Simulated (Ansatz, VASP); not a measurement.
## Two plane-wave programs on Zn

```
CELL_PARAMETERS angstrom
0.00982 1.96478 1.96478
1.97460 0.00000 1.97460
1.96478 1.96478 0.00982
ATOMIC_POSITIONS crystal
Zn 0.00000 0.00000 0.00000
```

Change from the starting cell: strain +0.0100 x Voigt [0, 0, 0, 0, 1, 0], atoms carried along.

Alike in both runs: task single point; functional PBEsol; k mesh 20 × 20 × 20; occupations gaussian, width 0.15 eV; no spin polarisation.

```csv
,VASP,Ansatz
version,VASP 6.6.1,Ansatz 0.2.0
potentials or method,"VASP PAW PBE potentials, release 64 (Zn)","scalar-relativistic, plane waves, PAW"
plane-wave cutoff (eV),520,420
valence electrons in the cell,12,12
```

VASP gave:

```
gap on the k mesh at the Fermi level (eV)       : none
pressure (GPa)                                  : -4.7
largest component of the traceless stress (GPa) : 0.24
```

What did Ansatz give for the same quantities?

gap on the k mesh at the Fermi level (eV): none; pressure (GPa): -5.0; largest component of the traceless stress (GPa): 0.22.

A gap of «none» marks a metal or a gap that the smearing closes.

Caveats: the PAW data sets were made with another functional, which shifts forces and pressure a little (VASP).
